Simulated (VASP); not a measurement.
# Ta (Im-3m) in VASP: relaxation of cell and atoms with PBE

Aim: the relaxation of cell and atoms of Ta with PBE.

Program: VASP 6.6.1. These are calculated values, not measurements. Logs are shortened: lines on timing, memory, paths and dates and some standing lists are left out, and cuts for length are marked.

### 1 The crystal as given

Symmetry: Im-3m, No. 229, cubic system. The conventional cell has a = 3.320 Å, b = 3.320 Å, c = 3.320 Å, α = 90.00°, β = 90.00°, γ = 90.00°. Around Ta (site symmetry m-3m) lie 8 Ta at 2.88 Å.

The cell was built by a generator and needn't be a form met in nature.

### 2 Relaxation of cell and atoms, PBE

Input file INCAR:

```
ALGO = Fast ; EDIFF = 1E-6
EDIFFG = -0.01 ; ENCUT = 600
GGA = PE ; IBRION = 2
ISIF = 3 ; ISMEAR = 1
LASPH = T ; LCHARG = F
LREAL = F ; LWAVE = F
NELM = 100 ; NSW = 40
PREC = Accurate ; SIGMA = 0.1
```

Input file KPOINTS:

```
k-points
0
Gamma
  14 14 14
```

Input file POSCAR:

```
Ta
1.0
   -1.6600000000      1.6600000000      1.6600000000
    1.6600000000     -1.6600000000      1.6600000000
    1.6600000000      1.6600000000     -1.6600000000
Ta
1
Direct
    0.0000000000      0.0000000000      0.0000000000
```

Potentials or basis: VASP PAW PBE potentials, release 64 (Ta_pv).

On the command line:

```sh
$ cat potpaw_PBE.64/Ta_pv/POTCAR > POTCAR
$ mpirun -np 1 vasp_std > vasp.out
```

OUTCAR:

```text
EDIFF = 1E-6
   EDIFFG = -0.01
   ENCUT = 600
   GGA = PE
   IBRION = 2
   ISIF = 3
   ISMEAR = 1
   LASPH = T
   LREAL = F
   NELM = 100
   NSW = 40
   PREC = Accurate

 ion  position               nearest neighbor table
   1  0.000  0.000  0.000-

  LATTYP: Found a body centered cubic cell.
 ALAT       =     3.3200000000

  Lattice vectors:

 A1 = (  -1.6600000000,   1.6600000000,   1.6600000000)
 A2 = (   1.6600000000,  -1.6600000000,   1.6600000000)
 A3 = (   1.6600000000,   1.6600000000,  -1.6600000000)

Analysis of symmetry for initial positions (statically):
=====================================================================
 Subroutine PRICEL returns:
 Original cell was already a primitive cell.

 Routine SETGRP: Setting up the symmetry group for a
 body centered cubic supercell.

 Subroutine GETGRP returns: Found 48 space group operations
 (whereof 48 operations were pure point group operations)
 out of a pool of 48 trial point group operations.

The static configuration has the point symmetry O_h .

Analysis of symmetry for dynamics (positions and initial velocities):
=====================================================================
 Subroutine PRICEL returns:
 Original cell was already a primitive cell.

 Routine SETGRP: Setting up the symmetry group for a
 body centered cubic supercell.

 Subroutine GETGRP returns: Found 48 space group operations
 (whereof 48 operations were pure point group operations)
 out of a pool of 48 trial point group operations.

The dynamic configuration has the point symmetry O_h .

 Subroutine INISYM returns: Found 48 space group operations
 (whereof 48 operations are pure point group operations),
 and found     1 'primitive' translations

----------------------------------------------------------------------------------------

                                     Primitive cell

  volume of cell :      18.2972

  direct lattice vectors                    reciprocal lattice vectors
    -1.660000000  1.660000000  1.660000000     0.000000000  0.301204819  0.301204819
     1.660000000 -1.660000000  1.660000000     0.301204819  0.000000000  0.301204819
     1.660000000  1.660000000 -1.660000000     0.301204819  0.301204819  0.000000000

  length of vectors
     2.875204341  2.875204341  2.875204341     0.425967940  0.425967940  0.425967940

  position of ions in fractional coordinates (direct lattice)
     0.000000000  0.000000000  0.000000000

  ion indices of the primitive-cell ions
   primitive index   ion index
                 1           1

----------------------------------------------------------------------------------------

 KPOINTS: k-points

Automatic generation of k-mesh.
 Grid dimensions read from file:
 generate k-points for:   14   14   14

 Generating k-lattice:

  Cartesian coordinates                     Fractional coordinates (reciprocal lattice)
     0.000000000  0.021514630  0.021514630     0.071428571  0.000000000  0.000000000
     0.021514630  0.000000000  0.021514630     0.000000000  0.071428571  0.000000000
     0.021514630  0.021514630  0.000000000     0.000000000  0.000000000  0.071428571

  Length of vectors
     0.030426281  0.030426281  0.030426281

  Shift w.r.t. Gamma in fractional coordinates (k-lattice)
     0.000000000  0.000000000  0.000000000

 Subroutine IBZKPT returns following result:
 ===========================================

 Found    104 irreducible k-points:

 Following reciprocal coordinates:
            Coordinates               Weight
  0.000000  0.000000  0.000000      1.000000
  0.071429  0.000000  0.000000     12.000000
  0.142857  0.000000  0.000000     12.000000
  0.214286  0.000000  0.000000     12.000000
  0.285714  0.000000  0.000000     12.000000
  0.357143  0.000000  0.000000     12.000000
[... 16 lines left out ...]
  0.285714  0.285714  0.000000     24.000000
  0.357143  0.285714  0.000000     24.000000
 [... further k-points ...]
   k-points           NKPTS =    104   k-points in BZ     NKDIM =    104   number of bands    NBANDS=      9
   number of dos      NEDOS =    301   number of ions     NIONS =      1
   total plane-waves  NPLWV =  13824
   dimension x,y,z NGX =    24 NGY =   24 NGZ =   24
   dimension x,y,z NGXF=    48 NGYF=   48 NGZF=   48
   ions per type =               1
   NGX,Y,Z   is equivalent  to a cutoff of  13.88, 13.88, 13.88 a.u.
   NGXF,Y,Z  is equivalent  to a cutoff of  27.75, 27.75, 27.75 a.u.
 SYSTEM =  unknown system
   PREC   = accura    normal or accurate (medium, high low for compatibility)
   ISTART =      0    job   : 0-new  1-cont  2-samecut
   ICHARG =      2    charge: 1-file 2-atom 10-const
   ISPIN  =      1    spin polarized calculation?
   LNONCOLLINEAR =      F non collinear calculations
   LSORBIT =      F    spin-orbit coupling
   LASPH  =      T    aspherical Exc in radial PAW
   ENCUT  =  600.0 eV  44.10 Ry    6.64 a.u.   5.74  5.74  5.74*2*pi/ulx,y,z
   NELM   =    100;   NELMIN=  2; NELMDL= -5     # of ELM steps
   EDIFF  = 0.1E-05   stopping-criterion for ELM
   LREAL  =      F    real-space projection
   EDIFFG = -.1E-01   stopping-criterion for IOM
   NSW    =     40    number of steps for IOM
   IBRION =      2    ionic relax: 0-MD 1-quasi-New 2-CG
   NFREE  =      1    steps in history (QN), initial steepest desc. (CG)
   ISIF   =      3    stress and relaxation
   ISYM   =      2    0-nonsym 1-usesym 2-fastsym
   POTIM  = 0.5000    time-step for ionic-motion
   TEBEG  =    0.0;   TEEND  =   0.0 temperature during run
   PSTRESS=    0.0 pullay stress
   NELECT =      11.0000    total number of electrons
   NUPDOWN=      -1.0000    fix difference up-down
   EMIN   =  10.00;   EMAX   =-10.00  energy-range for DOS
   EFERMI =   0.00;   METHOD = LEGACY
   ISMEAR =     1;   SIGMA  =   0.10  broadening in eV -4-tet -1-fermi 0-gaus
   EFERMI_NEDOS =   21; number of points for ismear=-14 and -15
   IALGO  =     68    algorithm
   IMIX   =      4    mixing-type and parameters
     AMIX     =   0.40;   BMIX     =  1.00
     AMIX_MAG =   1.60;   BMIX_MAG =  1.00
  volume/ion in A,a.u.               =      18.30       123.48
  Fermi-wavevector in a.u.,A,eV,Ry     =   1.381691  2.611018 25.974480  1.909070
  Thomas-Fermi vector in A             =   2.506452
   LORBIT       =      0    0 simple, 1 ext, 2 COOP (PROOUT), +10 PAW based schemes
   GGA     = PE    functional components
   LHFCALC =     F    Hartree Fock is set to
   AEXX    =    0.0000 exact exchange contribution
   IVDW    =     0    specifies the selected vdW correction
   LEPSILON=     F    determine dielectric tensor
   LRPA    =     F    only Hartree local field effects (RPA)
 conjugate gradient relaxation of ions
 non-spin polarized calculation
 RMM-DIIS sequential band-by-band and
 Methfessel and Paxton  Order N= 1 SIGMA  =   0.10
  energy-cutoff  :      600.00
  volume of cell :       18.30
 maximum number of plane-waves:       627
   NGX = 11   NGY = 11   NGZ = 11

 number of electron      11.0000000 magnetization

 Free energy of the ion-electron system (eV)
  ---------------------------------------------------
  ext. energy  EPLUGINS =         0.00000000
  ---------------------------------------------------
  free energy    TOTEN  =       -11.81970225 eV

  energy without entropy =      -11.81979248  energy(sigma->0) =      -11.81973233

 E-fermi :   5.3474     XC(G=0): -12.5384

 val. band max:        5.3281185144   @ k =  -0.3571   0.4286   0.1429
 cond. band min:       5.3521809069   @ k =   0.3571   0.1429   0.1429
 fundamental gap:      0.0240623925
 Fermi energy:         5.3473907787

 k-point     1 :       0.0000    0.0000    0.0000
  band No.  band energies     occupation
      1     -27.7801      2.00000
      2     -27.7801      2.00000
      3     -27.7801      2.00000
      4      -2.4960      2.00000
      5       6.0910     -0.00000
      6       6.0910     -0.00000
      7       6.0910     -0.00000
      8       9.3087      0.00000
      9       9.3087      0.00000

 k-point     2 :       0.0714    0.0000    0.0000
  band No.  band energies     occupation
      1     -27.8400      2.00000
      2     -27.7986      2.00000
      3     -27.7804      2.00000
      4      -2.2728      2.00000
      5       5.9467     -0.00000
      6       6.0470     -0.00000
      7       6.3096     -0.00000
      8       9.0818      0.00000
      9       9.3097      0.00000

 k-point     3 :       0.1429    0.0000    0.0000
  band No.  band energies     occupation
      1     -28.0046      2.00000
      2     -27.8501      2.00000
      3     -27.7813      2.00000
      4      -1.6410      2.00000
      5       5.5693     -0.00739
      6       5.8428     -0.00000
      7       6.9546     -0.00000
      8       8.7124      0.00000
      9       9.3319      0.00000

 k-point     4 :       0.2143    0.0000    0.0000
  band No.  band energies     occupation
      1     -28.2354      2.00000
      2     -27.9235      2.00000
      3     -27.7825      2.00000
      4      -0.7254      2.00000
      5       5.0802      2.00104
      6       5.4528     -0.05973
      7       7.9911      0.00000
      8       8.6411      0.00000
      9       9.4158      0.00000
[... 205 lines left out ...]
 k-point    22 :       0.3571    0.2143   -0.0000
  band No.  band energies     occupation
      1     -28.7381      2.00000
      2     -28.3152      2.00000
      3     -27.8998      2.00000
      4       2.3081      2.00000
      5       4.0080      2.00000
      6       5.1911      2.04953
      7       9.0907      0.00000
      8      10.3012      0.00000
      9      15.0155      0.00000

 k-point    23 :       0.2857    0.2857    0.0000
  band No.  band energies     occupation
      1     -28.6776      2.00000
      2     -28.3819      2.00000
      3     -27.9137      2.00000
      4       2.7039      2.00000
      5       3.9821      2.00000
      6       4.7838      2.00000
      7       9.2902      0.00000
      8      10.0490      0.00000
      9      14.9309      0.00000

 k-point    24 :       0.3571    0.2857    0.0000
  band No.  band energies     occupation
      1     -28.6349      2.00000
      2     -28.4648      2.00000
      3     -27.9196      2.00000
      4       2.8496      2.00000
      5       4.1215      2.00000
      6       4.6514      2.00000
      7       9.5150      0.00000
      8      10.0740      0.00000
      9      14.1214      0.00000

 [... further k-points ...]
[... 5 lines left out ...]
  --------------------------------------------------------------------------------------
  -------------------------------------------------------------------------------------
  Total        0.0064147      0.0064147      0.0064147     -0.0000000      0.0000000     -0.0000000
  in kB        0.5617000      0.5617000      0.5617000     -0.0000000      0.0000000     -0.0000000
  external PRESSURE =       0.5617000 kB  Pullay stress =       0.0000000 kB

 VOLUME and BASIS-vectors are now :
 -----------------------------------------------------------------------------
  energy-cutoff  :      600.00
  volume of cell :       18.30
      direct lattice vectors                 reciprocal lattice vectors
    -1.660000000  1.660000000  1.660000000     0.000000000  0.301204819  0.301204819
     1.660000000 -1.660000000  1.660000000     0.301204819  0.000000000  0.301204819
     1.660000000  1.660000000 -1.660000000     0.301204819  0.301204819  0.000000000

 POSITION                                       TOTAL-FORCE (eV/Angst)
 -----------------------------------------------------------------------------------
      0.00000      0.00000      0.00000        -0.000000      0.000000     -0.000000
 -----------------------------------------------------------------------------------
    total drift:                               -0.000000      0.000000      0.000000

  FREE ENERGIE OF THE ION-ELECTRON SYSTEM (eV)
  ---------------------------------------------------
  free  energy   TOTEN  =       -11.8197022503 eV

  energy  without entropy=      -11.8197924809  energy(sigma->0) =      -11.81973233

 reached required accuracy - stopping structural energy minimisation
```

It took 18 s on 1 thread of Intel Xeon Platinum 8488C (Sapphire Rapids), shared host; peak memory 0.14 GiB.

Results:

| Property | Result |
| --- | --- |
| Free energy | -11.8197 eV |
| Pressure after relaxing | 0.1 GPa |
| Band gap on the k mesh | none (metal or under the smearing width) |

Final structure:
```xyz
1
Lattice="-1.6600 1.6600 1.6600 1.6600 -1.6600 1.6600 1.6600 1.6600 -1.6600" Properties=species:S:1:pos:R:3 pbc="T T T"
Ta    0.0000    0.0000    0.0000
```

Levels at points of the mesh, in eV from the Fermi level:
```csv
k point,band 3,band 4,band 5,band 6,band 7,band 8
"(0.00, 0.00, 0.00)",-33.13,-7.84,0.74,0.74,0.74,3.96
"(0.50, 0.00, 0.00)",-33.13,-4.30,-1.49,1.53,3.83,4.84
"(0.50, 0.50, 0.50)",-33.91,-3.70,-3.70,6.72,6.72,6.72
```

Caveat: the relaxation stopped at its first step, so nothing moved. The run has no spin-orbit coupling, so splittings on Ta are missing.
